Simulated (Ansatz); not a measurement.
# PbO2: one crystal by all-electron and frozen-core methods

Does the method matter for PbO2? The same cell, functional and mesh are run with all-electron LAPW, PAW on the default files and datasets made for this crystal.

Method: DFT PBE, scalar-relativistic, in Ansatz 0.2.0.

1 further run of the same task is left out (set aside as unsound or not needed).

## 1. The system as given

Symmetry: P-3m1, No. 164, trigonal system. The conventional cell has a = 3.416 Å, b = 3.416 Å, c = 5.315 Å, α = 90.00°, β = 90.00°, γ = 120.00°. Around Pb (site symmetry -3m) lie 6 O at 2.24 Å. Around O (site symmetry 3m) lie 3 Pb at 2.24 Å.

Coordinates:

```
Pb O
1.0
     3.41561    0.00000    0.00000
    -1.70781    2.95801    0.00000
     0.00000    0.00000    5.31488
Pb O
1 2
Cartesian
  0.0000 0.0000 0.0000
  0.0000 1.9720 1.0611
  1.7078 0.9860 4.2538
```

The cell was relaxed by PAW from a hypothetical start (CdI2 type); it needn't be the stable phase of this composition.

Atoms are numbered in the order of the input: Pb1, O2, O3.

## 2. All-electron LAPW

input.yaml reads:

```yaml
crystal:
  lattice:
    - [3.4156144843, 0.0, 0.0]
    - [-1.7078072422, 2.9580089129, 0.0]
    - [0.0, 0.0, 5.3148800054]
  atoms:
    - { symbol: Pb, position: [0.0, 0.0, 0.0] }
    - { symbol: O, position: [0.3333333333, 0.6666666667, 0.1996485799] }
    - { symbol: O, position: [0.6666666667, 0.3333333333, 0.8003514201] }
kpoints:
  mp_grid: { grid: [14, 14, 8] }
  band_path:
    path:
      - [0.0, 0.0, 0.0]
      - [0.5, 0.0, 0.0]
      - [0.3333333333, 0.3333333333, 0.0]
      - [0.0, 0.0, 0.0]
      - [0.0, 0.0, 0.5]
      - [0.5, 0.0, 0.5]
      - [0.3333333333, 0.3333333333, 0.5]
      - [0.0, 0.0, 0.5]
      - [0.5, 0.0, 0.5]
    npoints: 8
scf:
  occupations: { method: fermi_dirac, width: 0.05 }
hamiltonian:
  xc: pbe
  pseudopotentials: { kind: all_electron, lapw: { basis_error: 0.0005 } }
output:
  forces: true
  stress: true
  eigenvalues: true
  fatbands: true
  populations: true
  dos: { projected: true, de: 0.2, e_range: [-14, 8] }
```

## 3. PAW on the default files

input.yaml, as its differences from that of step 2:

```diff
@@ -27,3 +27,3 @@
   xc: pbe
-  pseudopotentials: { kind: all_electron, lapw: { basis_error: 0.0005 } }
+  pseudopotentials: { kind: paw }
 output:
@@ -32,4 +32,5 @@
   eigenvalues: true
-  fatbands: true
+  efg: { contact_densities: true }
   populations: true
+  bader: true
   dos: { projected: true, de: 0.2, e_range: [-14, 8] }
```

## 4. Datasets made for this crystal

input.yaml, as its differences from that of step 3:

```diff
@@ -27,3 +27,3 @@
   xc: pbe
-  pseudopotentials: { kind: paw }
+  pseudopotentials: { kind: all_electron, datasets: crystal }
 output:
@@ -33,4 +33 @@
   efg: { contact_densities: true }
-  populations: true
-  bader: true
-  dos: { projected: true, de: 0.2, e_range: [-14, 8] }
```

(Steps that only read results are left out.)

**Question.** What will these runs give? Wanted: pressure; gap; largest force; Bader charges.

As calculated:

```
           quantity                                               value
           pressure      LAPW 0.04, PAW 0.01, crystal datasets 0.05 GPa
         gap (LAPW)                     0.88 eV, indirect from L–H to Γ
      largest force  LAPW 0.006, PAW 0.000, crystal datasets 0.006 eV/Å
Bader charges (PAW)                               Pb1 +1.95, O2 -0.97 e
```

The pressure is within half a GPa of zero, so the volume is close to equilibrium at this level. The gap is 0.88 eV, indirect from L–H to Γ. Spin-orbit coupling is left out, though the cell holds Pb; it can shift such gaps by tenths of an eV. O 2p states make 97 % of the projected weight in the top eV of the valence band. The projection holds only the free atom's occupied shells (Pb 6s, Pb 6p, O 2s, O 2p in this range). The field gradient at Pb1, the largest by crystal datasets, is 26.76 by PAW and 27.26 by crystal datasets (10²¹ V/m²), within 5 %. Spin–orbit coupling is left out, which moves gradients at and beside heavy atoms by some per cent and at worst by a factor of two. In pressure, PAW differs from LAPW by -0.03 GPa and less than 0.01 eV in the gap. LAPW took about 2.4 times as long as PAW (74 s against 31 s, on a shared host and with the outputs that each input asks for).
